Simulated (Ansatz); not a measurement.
# Equation of state of PbS under SVWN5

```yaml
crystal:
  lattice:
    - [0.00000, 2.96575, 2.96575]
    - [2.96575, 0.00000, 2.96575]
    - [2.96575, 2.96575, 0.00000]
  atoms:
    - { symbol: Pb, position: [0.00000, 0.00000, 0.00000] }
    - { symbol: S, position: [0.50000, 0.50000, 0.50000] }
```

The cell was scaled at fixed shape and fractions and run with Ansatz, Ansatz PAW, cutoff 420 eV; SVWN5, k mesh 8 × 8 × 8 on the cell of 2 atoms, fermi-dirac occupations of 0.05 eV, no spin polarisation, no spin-orbit coupling. The potentials were made for PBE. Energies are those that the program minimises, any entropy of the smearing included.

| V (Å³/atom) | energy over the lowest row (meV/atom) |
| --- | --- |
| 24.5206 | 1.23 |
| 25.0423 | 0.00 |
| 25.5641 | 3.00 |
| 26.0858 | 9.84 |
| 26.6075 | ? |
| 27.1292 | 33.52 |
| 27.6509 | 49.69 |

Q: Fit the third-order Birch-Murnaghan form, give V0, B0 and B′, and predict the energy left open.

A: With y = (V0/V)^(2/3), E = E0 + (9 V0 B0/16) [(y - 1)³ B′ + (y - 1)² (6 - 4y)]. Least squares through the rows shown give V0 = 24.9258 Å³/atom, E0 = -0.12 meV, B0 = 63.83 GPa (1 eV/Å³ = 160.218 GPa) and B′ = 4.05, with a largest miss of 0.01 meV. At V = 26.6075 the form with these constants gives 20.13 meV; the run gave 20.13 meV an atom. Measured volume: 26.15 Å³/atom (pmc:7248792, doi:10.3390/molecules25092097), so the fit lies -4.7 % from it. Measured modulus: 51 GPa (arxiv:cond-mat/0210013), so the fit lies +25.2 % from it. The runs are for a static lattice.
